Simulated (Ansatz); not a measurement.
BaSnO₃ (cubic perovskite, space group No. 221) at seven volumes, PBEsol in the plane-wave PAW code Ansatz, scaled uniformly. One row is withheld.

```json
[
 {"V (Å³/atom)": "12.745", "P (GPa)": "17.97"},
 {"V (Å³/atom)": "13.165", "P (GPa)": "10.90"},
 {"V (Å³/atom)": "13.586", "P (GPa)": "?"},
 {"V (Å³/atom)": "14.006", "P (GPa)": "0.00"},
 {"V (Å³/atom)": "14.426", "P (GPa)": "-4.15"},
 {"V (Å³/atom)": "14.846", "P (GPa)": "-7.62"},
 {"V (Å³/atom)": "15.266", "P (GPa)": "-10.49"}
]
```

Fit the shown pressures and predict the withheld one.

P = (3/2)B₀(x^(7/2) − x^(5/2))[1 + (3/4)(B′ − 4)(x − 1)] with x = (V₀/V)^(2/3). Least squares on the six rows gives V₀ = 14.006 Å³/atom, B₀ = 151 GPa, B′ = 4.95. At V = 13.586, x = 1.0205 and P = 4.96 GPa. The run itself gave 4.97 GPa.

Space group Pm-3m (cubic perovskite). Symmetry was held in the PBEsol relaxation. Spin–orbit coupling is left out wherever it is not named.

Potentials: the later of the program's two PAW sets.
